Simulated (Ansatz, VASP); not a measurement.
## NaH: VASP beside Ansatz

```
CELL_PARAMETERS angstrom
0.00000 2.38642 2.38642
2.38642 0.00000 2.38642
2.38642 2.38642 0.00000
ATOMIC_POSITIONS crystal
Na 0.92500 0.92500 0.07500
H 0.57500 0.57500 0.42500
```

Change from the starting cell: shortest bond scaled by 0.7, PAW files.

Alike in both runs: task single point; functional LDA; k mesh 8 × 8 × 8; occupations fermi-dirac, width 0.03 eV; no spin polarisation.

|  | VASP | Ansatz |
| --- | --- | --- |
| version | VASP 6.6.1 | Ansatz 0.2.0 |
| potentials or method | VASP PAW LDA potentials, release 64 (Na_pv, H) | PAW with Ansatz's default frozen-core files, scalar-relativistic |
| plane-wave cutoff (eV) | 520 | 420 |
| valence electrons in the cell | 8 | 10 |

```tsv
	VASP	Ansatz	Ansatz less VASP
gap on the k mesh at the Fermi level (eV)	3.28	3.29	+0.004
pressure (GPa)	5.1	5.1	+0.01
largest component of the traceless stress (GPa)	15.04	14.94	-0.096
rms of the force components (eV/Å)	1.335	1.325	-0.0097
```

Atom by atom the forces differ by 0.010 eV/Å (rms over components). The two sets of potentials don't hold the same shells in valence.

Caveats: forces of over 1 eV/Å show positions far from the minimum, so gaps and moduli don't describe the material at rest. A k mesh can miss the band edges.
